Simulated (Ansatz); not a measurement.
A distorted cell of CsPbI$_{3}$ (cubic perovskite):

```
CsPbI3
1.0
    6.17140     0.00000     0.00000
    0.00000     6.17140     0.00000
    0.00000     0.00000     6.17140
Cs Pb I
1 1 3
Cartesian
  0.00000   0.00000   0.00000
  3.08570   3.08570   3.08570
  0.00000   3.08570   3.08570
  3.08570   3.08570   0.00000
  3.08570   0.00000   3.08570
```

The numbers are results of PBEsol (plane waves to 420 eV, PAW, scalar-relativistic; Ansatz, a program for electronic structure), not measurements. k mesh 6×6×6 (Γ-centred), Fermi-Dirac smearing 0.05 eV. The energy includes the smearing's −TS. Stress and pressure are positive under compression. CsPbI3 was relaxed with its symmetry unable to fall. Spin-orbit coupling is left out, though I and Pb are heavy. This is a high-temperature form of CsPbI3.

Question: Give the stress tensor in GPa and the pressure.

Answer: 
```
   0.70     0.00     0.00
   0.00     0.70     0.00
   0.00     0.00     0.70
```
The pressure, a third of the trace, is 0.70 GPa.

Question: It is the relaxed cell scaled evenly to V/V₀ = 0.964, atoms relaxed where free. What is its energy relative to the relaxed cell?

Answer: 3.7 meV/atom.

(A scan under strain: stresses follow from slopes of the energy per volume, elastic moduli from its curvatures.)
